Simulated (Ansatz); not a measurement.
# GaN: band gap under strain

Aim: follow the gap of GaN in the zincblende structure through these states: no strain; -1.0 % biaxial strain in x and y, free along z; -5.0 % equal strain in all directions. The table at the end shows which levels were run.

Code: Ansatz 0.2.0. PAW datasets, plane waves. (Simulation; spin polarisation is off.)

## Step 1: Starting point

The unstrained cell was relaxed with r2SCAN; in each strained cell the atoms were relaxed again with r2SCAN. Names of k-points are those of the unstrained zone, where strain can split equivalent points. First state: no strain.

The symmetry is F-43m (No. 216, cubic); conventional cell a = 4.498 Å, 11.37 Å³ an atom. Around Ga lie 4 N at 1.95 Å; around N lie 4 Ga at 1.95 Å.

The structure in full:

```cif
data_structure
_symmetry_space_group_name_H-M 'F-43m'
_symmetry_Int_Tables_number 216
_cell_length_a 4.4979
_cell_length_b 4.4979
_cell_length_c 4.4979
_cell_angle_alpha 90.000
_cell_angle_beta 90.000
_cell_angle_gamma 90.000
_cell_volume 91.00
loop_
_atom_site_label
_atom_site_type_symbol
_atom_site_symmetry_multiplicity
_atom_site_Wyckoff_symbol
_atom_site_fract_x
_atom_site_fract_y
_atom_site_fract_z
_atom_site_occupancy
Ga1 Ga 4 a 0.00000 0.00000 0.00000 1
N1 N 4 d 0.25000 0.25000 0.75000 1
```

## Step 2: No strain: PBE

File input.yaml:

```yaml
crystal:
  lattice:
    - [0.0, 2.2489525448, 2.2489525448]
    - [2.2489525448, 0.0, 2.2489525448]
    - [2.2489525448, 2.2489525448, 0.0]
  atoms:
    - { symbol: Ga, position: [0.0, 0.0, 0.0] }
    - { symbol: "N", position: [0.25, 0.25, 0.25] }
kpoints:
  mp_grid: { grid: [10, 10, 10] }
  band_path:
    path:
      - [0.0, 0.0, 0.0]
      - [-0.5, -0.5, 0.0]
      - [-0.375, -0.375, 0.25]
      - [-0.375, 0.0, 0.375]
      - [0.0, 0.0, 0.5]
      - [-0.5, -0.25, 0.25]
    npoints: 1
hamiltonian:
  xc: pbe
scf:
  occupations: { method: fermi_dirac, width: 0.02 }
  n_extra_bands: 4
output:
  forces: true
  stress: true
  eigenvalues: true
```

On the command line:

```sh
> ansatz run input.yaml --threads 2 --pin off --max-ram 2211MiB --backend cpu --events-out ev --progress --plain --runs-dir out
```

The runs that follow: No strain: r2SCAN; No strain: HSE06; No strain: G0W0@PBE; -1.0 % biaxial strain in x and y, free along z: PBE; -1.0 % biaxial strain in x and y, free along z: r2SCAN; -1.0 % biaxial strain in x and y, free along z: HSE06; -1.0 % biaxial strain in x and y, free along z: G0W0@PBE; -5.0 % equal strain in all directions: PBE; -5.0 % equal strain in all directions: r2SCAN; -5.0 % equal strain in all directions: HSE06; -5.0 % equal strain in all directions: G0W0@PBE.

Before running it: what results should come out?

**Answer**, as computed:

Least gap in eV (negative: overlap), with the change from the unstrained cell in brackets. G0W0 is on its own coarse mesh.

```
                                         state  volume change (%)           PBE        r2SCAN         HSE06          G0W0
                                     no strain               +0.0          1.76          2.17          3.01          2.86
-1.0 % biaxial strain in x and y, free along z               -1.0  1.78 (+0.02)  2.20 (+0.03)  3.04 (+0.03)  2.91 (+0.05)
         -5.0 % equal strain in all directions              -14.3  2.73 (+0.97)  3.20 (+1.03)  4.13 (+1.12)  4.13 (+1.27)
```

In words: With HSE06, of the states in the table -5.0 % equal strain in all directions shifts the gap most, by +1.123 eV. PBE and HSE06 differ by 1.25 eV on the unstrained gap, and by at most 0.15 eV on its change: the two disagree on the size of the gap but agree on its response to strain. No extrapolation in bands, cutoff or mesh was made for G0W0.
